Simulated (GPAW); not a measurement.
Runs of GPAW 26.7.0 on MgS. The structure is cubic, space group F-43m (No. 216). The conventional cell has a = 5.666 Å, b = 5.666 Å, c = 5.666 Å, α = 90.00°, β = 90.00°, γ = 90.00°. Around S (site symmetry -43m) lie 4 Mg at 2.45 Å. Around Mg (site symmetry -43m) lie 4 S at 2.45 Å. The cell comes from a database or a generator and needn't be the stable form of this composition.

```tsv
level	gap on the mesh (eV)	pressure (GPa)	relaxed volume (Å³/atom)
PBEsol+D3	(b)	0.1	22.06
PBEsol+D4	(a)	0.0	22.23
PBEsol+D3(BJ)+ATM	3.44	0.1	22.00
PBEsol+D3(BJ)	(c)	0.1	21.93
PBEsol	3.31	0.0	22.59
```

Alike in all rows: task relaxation of cell and atoms; potentials or basis PAW data sets generated in the run's folder for this functional, pw; no spin polarisation; cell relaxed; k mesh 8 × 8 × 8; cutoff (eV) 800; smearing fermi-dirac 0.05 eV.

Task: Estimate the missing entries.

Result: (a) 3.39; (b) 3.43; (c) 3.46.

Caveats: later steps reuse the first step's grids.

A k mesh can miss the band edges.
